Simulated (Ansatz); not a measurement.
The calculation used Ansatz 0.2.0, DFT PBE, scalar-relativistic, plane waves, PAW. Cutoff 420 eV, Γ-centred meshes of about 0.25 Å⁻¹ or finer for metals and 0.3 Å⁻¹ for insulators (2π included), Gaussian smearing. No spin polarisation.

All energies are static (0 K, no zero-point motion).

Compare these two cells of Hf5C3, each relaxed at this level.

1. Space group Cmmm (No. 65), orthorhombic, a = 7.236 Å, b = 10.239 Å, c = 3.320 Å. Hf on a site of symmetry mmm has 4 C at 2.34 Å, 4 Hf at 2.72 Å, 4 Hf at 3.13 Å and 2 Hf at 3.32 Å; Hf on a site of symmetry 2/m is surrounded by 4 C at 2.62 Å, 6 Hf at 3.07–3.13 Å, 2 C at 3.13 Å and 2 Hf at 3.32 Å; Hf on a site of symmetry 2mm is surrounded by 2 C at 2.22 Å, 2 C at 2.71 Å, 2 Hf at 2.72 Å and 5 Hf at 2.93–3.07 Å; around C on a site of symmetry mmm lie 4 Hf at 2.22 Å; C on a site of symmetry m2m has 2 Hf at 2.34 Å and 6 Hf at 2.62–2.71 Å.

2. Space group Immm (No. 71), orthorhombic, a = 3.627 Å, b = 5.982 Å, c = 11.925 Å. Hf on a site of symmetry m is surrounded by 4 C at 2.30–2.42 Å and 6 Hf at 2.95–3.04 Å; Hf on a site of symmetry mmm has 2 C at 2.31 Å and 8 Hf at 2.95 Å; C on a site of symmetry mm2 is surrounded by 7 Hf at 2.31–2.42 Å; C on a site of symmetry mmm has 4 Hf at 2.30 Å.

Question: Which form is favoured at zero pressure, and by what margin per atom?

Answer: Cell 2 is lower, by 228 meV/atom. Cell 1 has space group Cmmm (No. 65), 15.4 Å³/atom and no gap on its mesh; cell 2 has space group Immm (No. 71), 16.2 Å³/atom and no gap. Counting C atoms around Hf (those within 1.25 times the shortest such distance or 1.15 times the sum of covalent radii, 1.27 where that leaves under three; a plus sign parts nearer from farther groups; a slash parts the counts of unlike sites), cell 1 has Hf 2+2/4/4+2 and cell 2 has Hf 2/4. The lower one is the more open, so pressure narrows the difference. Both come from trial cells of a structure search.

Spin–orbit coupling, which can matter for Hf, is left out. Cells relaxed within their symmetry can be saddle points.
